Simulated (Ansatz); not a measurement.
# CoO (I4/mmm): exchange couplings and spin waves

How strongly are the moments of CoO (I4/mmm) coupled, and at what temperature would they order?

Program: Ansatz 0.2.0. Level of theory: DFT PBE, scalar-relativistic, plane waves, PAW. These are calculated values, not measurements.

2 further runs of the same task are left out: 2 that didn't finish.

### 1 Starting point

The structure is tetragonal, space group I4/mmm (No. 139). The conventional cell has a = 3.016 Å, b = 3.016 Å, c = 4.215 Å, α = 90.00°, β = 90.00°, γ = 90.00°. Co (site symmetry 4/mmm) has 6 O at 2.11 to 2.13 Å as nearest neighbours. Around O (site symmetry 4/mmm) lie 6 Co at 2.11 to 2.13 Å.

As a file:

```cif
data_structure
_symmetry_space_group_name_H-M 'P 1'
_symmetry_Int_Tables_number 1
_cell_length_a 2.9981
_cell_length_b 2.9981
_cell_length_c 2.9981
_cell_angle_alpha 119.605
_cell_angle_beta 119.605
_cell_angle_gamma 90.686
_cell_volume 19.17
loop_
_atom_site_label
_atom_site_type_symbol
_atom_site_fract_x
_atom_site_fract_y
_atom_site_fract_z
_atom_site_occupancy
Co1 Co 0.00000 0.00000 0.00000 1
O1 O 0.50000 0.50000 0.00000 1
```

The cell is the deposited one, not relaxed. At PBE, an earlier run found 0.10 GPa for this cell of 9.584 Å³/atom (16×16×16 mesh), a metal on this mesh, moments in the atoms' spheres Co 2.50; O 0.33 μB.

### 2 Exchange couplings, spin waves and anisotropy by the force theorem

Contents of input.yaml:

```yaml
crystal:
  lattice:
    - [-1.5080004431, 1.5080004431, 2.1072503604]
    - [1.5080004431, -1.5080004431, 2.1072503604]
    - [1.5080004431, 1.5080004431, -2.1072503604]
  atoms:
    - { symbol: Co, position: [0.0, 0.0, 0.0], spin: 2.75 }
    - { symbol: O, position: [0.5, 0.5, 0.0] }
basis:
  ecutwfc: 420
  ecutrho_ratio: 4
kpoints:
  mp_grid: { grid: [14, 14, 14] }
  band_path:
    path:
      - [[0.0, 0.0, 0.0], [0.0, 0.0, 0.5], [0.25, 0.25, 0.25], [0.0, 0.5, 0.0], [0.0, 0.0, 0.0], [0.5, 0.5, -0.5], [0.37802968, 0.62197032, -0.37802968]]
      - [[-0.37802968, 0.37802968, 0.37802968], [0.0, 0.0, 0.0]]
      - [[0.0, 0.0, 0.5], [-0.25605937, 0.25605937, 0.5]]
      - [[0.5, 0.5, -0.25605937], [0.5, 0.5, -0.5]]
    npoints: 6
hamiltonian:
  xc: pbe
scf:
  occupations: { method: gaussian, width: 0.05 }
  lower_state_search: "off"
output:
  forces: true
  stress: true
  eigenvalues: true
  populations: true
  eigenstates:
    nscf_kmesh: { grid: [14, 14, 14] }
    top_band: c28
    exchange_couplings: { magnetic: [{ site: 0 }] }
    magnetocrystalline_anisotropy: {}
magnetization:
  spin_polarized: true
checkpoint:
  read: start.run
  write: ck
  compress: false
  write_wavefunctions: false
  write_every: 100000
```

start.run is the folder with the converged state of an earlier run on this cell.

On the command line:

```sh
$ ansatz run input.yaml --threads 4 --pin off --max-ram 9216MiB --backend cpu --events-out ev --progress --plain --runs-dir out
```

Q: Predict the outcome of this session. Wanted: strongest shell; highest spin wave on the path; mean-field ordering temperature; easy direction; anisotropy energy.

The runs gave:

| quantity | value |
| --- | --- |
| strongest shell | Co–Co at 4.26 Å, J = -36.014 meV × 4 |
| highest spin wave on the path | 170.1 meV |
| mean-field ordering temperature | 1852 K at q = (0.00, -0.50, 0.00) |
| easy direction | (0.00, 0.00, 1.00) |
| anisotropy energy | 0.653 meV/cell |

What this shows: The shell that weighs most is Co–Co at 4.26 Å and favours opposed moments. A spin-wave branch goes negative, so this collinear order is unstable against turning the moments. Mean-field theory leaves out fluctuations and tends to put the ordering too high. The program gives no random-phase temperature (state not lowest). The couplings belong to the order typed, which need not be the compound's real one. The easy direction is (0.00, 0.00, 1.00), 0.653 meV per cell under the hardest one tried.
